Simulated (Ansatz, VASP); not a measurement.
Ba: VASP beside Ansatz

```xyz
1
Lattice="4.2597 0.0000 0.0000 -2.1299 3.6890 0.0000 0.0000 0.0000 3.9575" Properties=species:S:1:pos:R:3 pbc="T T T"
Ba    0.0000    0.0000    0.0000
```

Alike in both runs: functional PBE; k mesh 10 × 10 × 9; occupations fermi-dirac, width 0.08 eV; no spin polarisation.

Ansatz relaxed the structure, and its values are those at the end. VASP's run is a single point on that final structure, the one shown.

```csv
,VASP,Ansatz
version,VASP 6.6.1,Ansatz 0.2.0
potentials or method,"VASP PAW PBE potentials, release 64 (Ba_sv)","PAW with Ansatz's default frozen-core files, scalar-relativistic"
plane-wave cutoff (eV),520,420
valence electrons in the cell,10,10
```

```tsv
	VASP	Ansatz	Ansatz less VASP
pressure (GPa)	0.1	0.0	-0.08
```

The functional is the same, so the differences come from potentials, cutoffs and numerics.

Spin-orbit coupling is left out, which matters for the levels of Ba.
